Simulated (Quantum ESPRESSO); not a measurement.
## Ge under changes of volume

One of the cells (18.524 Å³/atom); the others are scaled copies at fixed shape and fractional positions:

```
Ge
1.0
    -2.57449    2.57449    1.39741
     2.57449   -2.57449    1.39741
     2.57449    2.57449   -1.39741
Ge
2
Cartesian
  0.0000 0.0000 1.3974
  2.5745 0.0000 0.6987
```

This isn't the form of Ge at room conditions, which is diamond.

| Quantity | Value |
| --- | --- |
| Program | Quantum ESPRESSO 7.5 |
| Functional | r2SCAN |
| Potentials or basis | SG15 PBE 1.2 |
| Cutoff | 952 eV |
| Density cutoff | 3810 eV |
| k mesh | 4 × 4 × 4 |
| Occupations | fermi-dirac, width 0.05 eV |
| Spin | no spin polarisation |

| volume (Å³/atom) | energy over the lowest point (meV/atom) | pressure (GPa) |
| --- | --- | --- |
| 17.413 | 8.36 | 3.8 |
| 17.783 | 1.97 | 1.8 |
| 18.154 | 0.00 | 0.0 |
| 18.524 | 1.97 | -1.6 |
| 18.895 | ? | ? |
| 19.265 | 15.92 | -4.3 |
| 19.636 | 27.18 | -5.4 |

What does the run at 18.895 Å³/atom give?

Energy over the lowest point 7.40 meV/atom; pressure -3.0 GPa.

Worked out: A Birch-Murnaghan fit of order 3 (a polynomial in V^(-2/3)) to the other rows has its minimum at 18.15 Å³/atom with B0 = V·E''(V) = 83 GPa and B' = 5.0 at fixed shape and positions, which overstates the stiffness. It gives 7.41 meV/atom at 18.895 Å³/atom, against the run's 7.40, and -dE/dV = -3.0 GPa, against -3.0.

Energies are extrapolated to zero smearing.

Caveats: all runs use coarse meshes; the potentials were made for another functional, which shifts forces and pressure.
